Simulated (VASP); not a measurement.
Write the native input for VASP 6.6.1 that does the following.

| Item | Value |
| --- | --- |
| Task | relaxation of the atoms |
| Functional | PBE |
| Dispersion | D3(BJ) |
| Potentials or basis | VASP PAW PBE potentials, release 64 (Ni) |
| Cutoff | 520 eV |
| k mesh | 9 × 9 × 1 |
| Occupations | methfessel-paxton, width 0.1 eV |
| Spin | collinear spin, ferromagnetic start |
| Starting moments | [0.7, 0.7, 0.7, 0.7, 0.7, 0.7, 0.7, 0.7, 0.7] μB |
| Dipole correction | yes |
| Atoms held fixed (from 0) | [0, 1, 2] |
| Further INCAR settings | ALGO = Normal; EDIFF = 1e-06; IBRION = 2; EDIFFG = -0.02; NSW = 90 |

The structure of Ni lies in POSCAR:

```
Ni
1.0
    3.6878305700      2.1291700200      0.0000000000
   -3.6878305700      2.1291700200      0.0000000000
    0.0000000000      0.0000000000     27.6647905100
Ni
9
Selective dynamics
Direct
    0.0000000000      0.0000000000      0.4274386200  F F F
    0.3333330000      0.6666670000      0.4274386200  F F F
    0.6666670000      0.3333330000      0.4274386200  F F F
    0.3333330000      1.0000000000      0.5000000000  T T T
    0.6666670000      0.6666670000      0.5000000000  T T T
    0.0000000000      0.3333330000      0.5000000000  T T T
    0.6666670000      1.0000000000      0.5725613800  T T T
    0.0000000000      0.6666670000      0.5725613800  T T T
    0.3333330000      0.3333330000      0.5725613800  T T T
```

The cell was built by a generator and needn't be a form met in nature.

These files were run (other wordings do the same):

INCAR

```
PREC = Accurate
ENCUT = 520
EDIFF = 1E-6
ISMEAR = 1
SIGMA = 0.1
LREAL = False
LASPH = True
NELM = 120
ALGO = Normal
ISIF = 2
LWAVE = False
LCHARG = False
ISPIN = 2
MAGMOM = 0.7 0.7 0.7 0.7 0.7 0.7 0.7 0.7 0.7
LORBIT = 11
LMAXMIX = 4
LDIPOL = True
IDIPOL = 3
DIPOL = 0.5 0.5 0.500
GGA = PE
IVDW = 12
IBRION = 2
NSW = 90
EDIFFG = -0.02
KPAR = 2
```

KPOINTS

```
regular mesh
0
Gamma
  9 9 1
```

Potentials or basis: VASP PAW PBE potentials, release 64 (Ni).

Launch:

```bash
$ cat potpaw_PBE.64/Ni/POTCAR > POTCAR
$ mpirun -np 2 vasp_std > vasp.out
```

It gave:

| Property | Result |
| --- | --- |
| Energy gained by relaxing | 0.0 meV/atom |
| Ionic steps | 2 |
| Band gap on the k mesh | none (metal or under the smearing width) |
| Net moment | 6.40 μB per cell |
| Site moments | Ni +0.71, +0.73 μB |
| Valence electrons inside the program's atomic spheres | Ni 9.22, 9.36 |
| Dispersion energy per atom | -0.311 eV |

Wall time 24 min on 2 MPI ranks on AMD EPYC 7R13 Processor (Zen 3) (shared host), peak memory 0.9 GiB a rank.
